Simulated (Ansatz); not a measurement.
ZnSe (started from an entry of an open crystallographic database) (r2SCAN geometry), in Ansatz:

```
CELL_PARAMETERS angstrom
0.00000 2.83242 2.83242
2.83242 0.00000 2.83242
2.83242 2.83242 0.00000
ATOMIC_POSITIONS crystal
Zn 0.00000 0.00000 0.00000
Se 0.25000 0.25000 0.25000
```

G0W0@PBE with 170 empty bands, a screening cutoff of 140 eV and a 4×4×4 mesh (PAW, contour deformation) gives 2.279 eV over the mesh points, from a PBE gap of 1.282 eV; it sums over 184 bands with 169 plane waves in the screening and a wave cutoff of 420 eV. G0W0 values are finite-basis, finite-mesh values. (Simulation; spin polarisation is off.)

Task: Estimate the gap with starting point r2SCAN.

Result: 2.608 eV (+0.329 eV), from a Kohn-Sham gap of 1.859 eV.

Task: Estimate the gap with starting point LDA.

Result: 2.128 eV (-0.151 eV), from a Kohn-Sham gap of 1.017 eV.

Task: Estimate the gap with starting point HSE06.

Result: 2.910 eV (+0.631 eV), from a Kohn-Sham gap of 2.444 eV.

Spin-orbit coupling is left out.

With a shallow d shell on the cation, G0W0 converges slowly in bands and cutoff, so these values are in doubt.
